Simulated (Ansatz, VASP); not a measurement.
# Two plane-wave programs on NaI

```
I Na
1.0
     0.00000    3.17033    3.17033
     3.17033    0.00000    3.17033
     3.17033    3.17033    0.00000
I Na
1 1
Direct
  0.50000 0.50000 0.50000
  0.00000 0.00000 0.00000
```

Change from the starting cell: volume scaled by 0.94.

Alike in both runs: task single point; functional PBEsol; k mesh 7 × 7 × 7; occupations fermi-dirac, width 0.05 eV; no spin polarisation.

|  | VASP | Ansatz |
| --- | --- | --- |
| version | VASP 6.6.1 | Ansatz 0.2.0 |
| potentials or method | VASP PAW PBE potentials, release 64 (I, Na_pv) | Ansatz PAW |
| plane-wave cutoff (eV) | 520 | 420 |
| valence electrons in the cell | 14 | 26 |

|  | VASP | Ansatz | Ansatz less VASP |
| --- | --- | --- | --- |
| gap on the k mesh at the Fermi level (eV) | 3.67 | 3.68 | +0.005 |
| least direct gap on the mesh (eV) | 3.67 | 3.68 | +0.005 |
| pressure (GPa) | 0.6 | 0.5 | -0.04 |

The functional is the same, so the differences come from potentials, cutoffs and numerics. The two sets of potentials don't hold the same shells in valence.

Caveats: spin-orbit coupling is left out, which moves the levels of the heavy elements; the PAW data sets were made with another functional, which shifts forces and pressure a little (VASP); odd divisions of the mesh miss points on the zone boundary, where band edges often lie, so the gap on the mesh can be too wide (Ansatz); the PAW data sets come from PBE, with cores solved anew for the run's functional, which leaves a small shift of forces and pressure (Ansatz).
